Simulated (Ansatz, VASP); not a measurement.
Au: VASP beside Ansatz

```
Au
1.0
     2.88053    0.00000    0.00000
    -1.44027    2.49462    0.00000
     0.00000    0.00000    4.84725
Au
2
Direct
  0.33333 0.66667 0.75000
  0.66667 0.33333 0.25000
```

Change from the starting cell: volume scaled by 0.98.

Alike in both runs: task single point; functional PBEsol; k mesh 14 × 14 × 8; occupations fermi-dirac, width 0.03 eV; no spin polarisation.

|  | VASP | Ansatz |
| --- | --- | --- |
| version | VASP 6.6.1 | Ansatz 0.2.0 |
| potentials or method | VASP PAW PBE potentials, release 64 (Au), cutoff 520 eV | all-electron LAPW, scalar-relativistic |

Ansatz gave:

| Property | Result |
| --- | --- |
| pressure (GPa) | -3.6 |
| largest component of the traceless stress (GPa) | 0.38 |

Task: Estimate VASP's values.

Result: Pressure (GPa): -3.8; largest component of the traceless stress (GPa): 0.39.

Ansatz ran all-electron here, so the differences hold the error of VASP's frozen core and of both bases.

Caveats: the PAW data sets were made with another functional, which shifts forces and pressure a little (VASP). Spin-orbit coupling is left out, which matters for the levels of Au.
